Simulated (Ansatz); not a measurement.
**Sr: a film clamped to a substrate**

Theory: Ansatz, DFT PBE, scalar-relativistic, plane waves, PAW. Cutoff 420 eV, Γ-centred 15×15×8 k-points, Gaussian smearing of 0.15 eV. No spin polarisation. Energies are free energies at this smearing, counted from the undisturbed cell; pressure is positive in compression.

Zero of the scan (as given, not relaxed at this level; it stands at -0.3 GPa; this form isn't the usual structure):

```
Sr
1.0
     4.31000    0.00000    0.00000
    -2.15500    3.73257    0.00000
     0.00000    0.00000    7.05000
Sr
2
Direct
  0.33333 0.66667 0.25000
  0.66667 0.33333 0.75000
```

The cell (2 atoms, V0 = 113.42 Å³) is strained by p along both x and y and by q along z, fractional coordinates fixed. τp = (1/V0) ∂E/∂p = (σxx + σyy)(1 + p)(1 + q) and τq = (1/V0) ∂E/∂q = σzz(1 + p)², with tension positive.

| p | q | ΔE (meV/atom) | τp (GPa) | τq (GPa) |
| --- | --- | --- | --- | --- |
| 0.000 | 0.000 | 0.00 | 0.63 | 0.24 |
| -0.050 | 0.000 | 16.85 | -2.73 | -0.16 |
| 0.050 | 0.000 | 32.77 | 2.93 | 0.73 |
| 0.000 | -0.050 | 7.26 | 0.07 | -1.12 |
| 0.000 | 0.050 | 14.36 | 0.99 | 1.35 |

Get the second derivatives of the energy density.

Central differences give A = ∂τp/∂p = 57 GPa (C11 + C22 + 2 C12), C = ∂τq/∂q = 24.6 GPa (C33) and the cross term B = ∂τq/∂p = 8.8 GPa (C13 + C23); ∂τp/∂q = 9.3 GPa must equal B, and any difference shows higher-order terms. Steps this large leave an error of some per cent of A or C in all of these, which can swamp a small B. The ions are clamped.

A film of this crystal grows with z along the normal on a substrate that imposes p. How does its thickness respond, and what does the misfit cost?

Count p and q from the stress-free cell. A free surface needs τq = 0, so q = −(B/C) p = -0.36 p. The energy density left is (A − B²/C) p²/2 = M p², with the biaxial modulus M = 26.7 GPa; a misfit of 1 % costs 0.95 meV/atom, against 1.00 meV/atom if the thickness were held.

At p = -0.050 the energies along q are 32.9 (q = -0.050), 16.8 (q = 0.000), 25.8 (q = 0.050) meV/atom.

Does the linear rule hold at this misfit?

A parabola through the lowest point and its neighbours has its minimum at q = 0.007, 16.6 meV/atom. With the stress left in the starting cell, τp0 and τq0, linear elasticity gives q = −(τq0 + Bp)/C = 0.008 and E = V0(τp0 p + τq0 q + Ap²/2 + Bpq + Cq²/2)/N = 13.7 meV/atom. The energies differ by more than a tenth, so the quadratic law fails here: the gap holds the anharmonic part, with some error from the wide steps. Cubic terms also shift the vertex of so wide a parabola.

In a metal these slopes depend on the k mesh and the smearing.